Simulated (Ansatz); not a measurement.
Level of theory: Ansatz, DFT PBE, scalar-relativistic, plane waves, PAW. Settings: cutoff 420 eV, Γ-centred meshes spaced at most about 0.3 Å⁻¹, and about 0.25 Å⁻¹ or finer for metals (2π included), Gaussian smearing. No spin polarisation.

These are static total energies at zero pressure.

Task: Which of these relaxed structures of Hf4O3 is the lowest in energy?
A.

```xyz
7
Lattice="5.2721 0.0000 0.0000 0.0000 3.2114 0.0000 -0.0158 0.0000 5.6668" Properties=species:S:1:pos:R:3 pbc="T T T"
Hf    1.4176    0.0000    3.7194
Hf    3.8387    0.0000    1.9473
Hf    1.3427    1.6057    0.8819
Hf    3.9135    1.6057    4.7849
O     2.6360    0.0000    0.0000
O     0.0000    0.0000    0.0000
O    -0.0079    1.6057    2.8334
```

B.

```xyz
7
Lattice="4.8756 0.0000 0.0000 0.0000 4.8756 0.0000 0.0000 0.0000 4.8756" Properties=species:S:1:pos:R:3 pbc="T T T"
Hf    3.6450    1.2306    1.2306
Hf    1.2306    3.6450    1.2306
Hf    1.2306    1.2306    3.6450
Hf    3.6450    3.6450    3.6450
O     0.0000    0.0000    2.4378
O     2.4378    0.0000    0.0000
O     0.0000    2.4378    0.0000
```

C.

```xyz
7
Lattice="4.8017 0.0000 0.0000 0.0000 4.8017 0.0000 0.0000 0.0000 5.0552" Properties=species:S:1:pos:R:3 pbc="T T T"
Hf    1.2034    1.2034    1.2724
Hf    3.5983    3.5983    1.2724
Hf    3.5983    1.2034    3.7828
Hf    1.2034    3.5983    3.7828
O     0.0000    0.0000    0.0000
O     0.0000    0.0000    2.5276
O     2.4008    2.4008    0.0000
```

D.

```xyz
7
Lattice="-2.2832 2.2832 4.5060 2.2832 -2.2832 4.5060 2.2832 2.2832 -4.5060" Properties=species:S:1:pos:R:3 pbc="T T T"
Hf    2.2832    0.0000    0.0000
Hf    0.0000    0.0000    6.6592
Hf    0.0000    0.0000    2.3529
Hf    0.0000    2.2832    0.0000
O     2.2832    0.0000    2.2530
O     0.0000    2.2832    2.2530
O     0.0000    0.0000    0.0000
```

Result: C. The next of these, A, lies 51 meV/atom higher. Forms: C P-42m; A P2/m; B P-43m; D I4/mmm. Counting O atoms around Hf (those within 1.25 times the shortest such distance or 1.15 times the sum of covalent radii; a slash parts the counts of unlike sites): C has Hf 3; A has Hf 4/5; B has Hf 3; D has Hf 4/5. All come from invented guesses.

For metals, differences of a few meV/atom aren't resolved. Spin–orbit coupling, which can matter for Hf, is left out. Cells relaxed within their symmetry can be saddle points. Some structure types and database cells were kept out of the candidates from the start, so a known form may be missing.
